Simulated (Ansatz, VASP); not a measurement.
## One calculation of CsH, two programs

```
CELL_PARAMETERS angstrom
3.81841 0.00000 0.00000
0.00000 3.81841 0.00000
0.00000 0.00000 3.64658
ATOMIC_POSITIONS crystal
Cs 0.00000 0.00000 0.00000
H 0.50000 0.50000 0.50000
```

Change from the starting cell: strain -0.0450 x Voigt [0, 0, 1, 0, 0, 0], atoms carried along.

Alike in both runs: task single point; functional LDA; k mesh 8 × 8 × 8; occupations gaussian, width 0.05 eV; no spin polarisation.

|  | VASP | Ansatz |
| --- | --- | --- |
| version | VASP 6.6.1 | Ansatz 0.2.0 |
| potentials or method | VASP PAW LDA potentials, release 64 (Cs_sv, H) | scalar-relativistic, plane waves, PAW |
| plane-wave cutoff (eV) | 520 | 420 |
| valence electrons in the cell | 10 | 10 |

Ansatz gave:

* gap on the k mesh at the Fermi level (eV): 2.35
* least direct gap on the mesh (eV): 2.35
* pressure (GPa): -1.4
* largest component of the traceless stress (GPa): 1.28

Question: Which values does VASP return?

Answer: gap on the k mesh at the Fermi level (eV): 2.29; least direct gap on the mesh (eV): 2.29; pressure (GPa): -1.4; largest component of the traceless stress (GPa): 1.30.

Caveats: spin-orbit coupling is left out, which moves the levels of the heavy elements. A k mesh can miss the band edges.
